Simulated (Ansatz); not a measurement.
## CsPbI3: pressure series

The reference is CsPbI$_{3}$ in the cubic perovskite structure (space group Pm-3m, No. 221; a = 6.247 Å).

Cell and atoms are relaxed at each pressure.

The values are results of PBEsol in Ansatz (plane waves to 420 eV, PAW, no spin-orbit coupling), not measurements.

```
case              volume per atom  band gap
----------------  ---------------  --------
base                     48.76 Å³   1.19 eV
pressure −2 GPa          58.13 Å³   1.65 eV
pressure −1 GPa               [?]       [?]
pressure 1.8 GPa         44.81 Å³   0.87 eV
pressure 4.2 GPa         41.41 Å³   0.52 eV
pressure 9 GPa           37.17 Å³      zero
pressure 18 GPa          32.69 Å³      zero
pressure 30 GPa          29.23 Å³      zero
pressure 45 GPa          26.52 Å³      zero
pressure 60 GPa          24.64 Å³      zero
```

Task: Fill in the withheld entries from the trend.

Result: 
- pressure −1 GPa, volume per atom: 52.17 Å³
- pressure −1 GPa, band gap: 1.40 eV

The mesh was chosen for an insulator and is coarse for the gapless case. Spin-orbit coupling, missing from the scalar runs, can matter with I and Pb. Load acts through the strain it causes; cell and atoms are relaxed under it. Whether these cells are dynamically stable was not tested. No other phases were tried under pressure. The final runs are not spin-polarised. Many cubic perovskites are stable only at high temperature; tilts and polar distortions were not tested. This is not the structure that CsPbI3 has at room temperature and ambient pressure. The zero or small gap of CsPbI3 under pressure 9 GPa, CsPbI3 under pressure 18 GPa, CsPbI3 under pressure 30 GPa and CsPbI3 under pressure 45 GPa can change with the level of theory.

Ansatz is an electronic-structure program.
